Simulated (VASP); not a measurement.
Here is a VASP 6.6.1 calculation.

Contents of INCAR:

```
SYSTEM = GaP
PREC = Accurate
ENCUT = 600
EDIFF = 1E-7
ISMEAR = 0
SIGMA = 0.03
LREAL = .False.
LASPH = .True.
NELM = 80
ALGO = Normal
ISIF = 2
LWAVE = .False.
LCHARG = .False.
GGA = PS
IBRION = 2
NSW = 40
EDIFFG = -0.01
```

Contents of KPOINTS:

```
regular mesh
0
Gamma
  8 8 8
  0 0 0
```

File POSCAR:

```
GaP                                     
1.0
    0.0000000000      2.7364195833      2.7364195833
    2.7364195833      0.0000000000      2.7364195833
    2.7364195833      2.7364195833      0.0000000000
  Ga              P             
     1     1
Direct
     0.0000000000000000    0.0000000000000000    0.0000000000000000
     0.2500000000000000    0.2500000000000000    0.2500000000000000
```

Potentials or basis: VASP PAW PBE potentials, release 64 (Ga_d, P).

Launch:

```bash
$ cat potpaw_PBE.64/Ga_d/POTCAR potpaw_PBE.64/P/POTCAR > POTCAR
$ mpirun -np 1 vasp_std > vasp.out
```

Q: Predict the band gap on the k mesh.

A: 1.54 eV, indirect (least direct gap 1.65 eV).

Final structure:
```xyz
2
Lattice="0.0000 2.7364 2.7364 2.7364 0.0000 2.7364 2.7364 2.7364 0.0000" Properties=species:S:1:pos:R:3 pbc="T T T"
Ga    0.0000    0.0000    0.0000
P     1.3682    1.3682    1.3682
```

Caveat: the relaxation stopped at its first step, so nothing moved. A k mesh can miss the band edges.
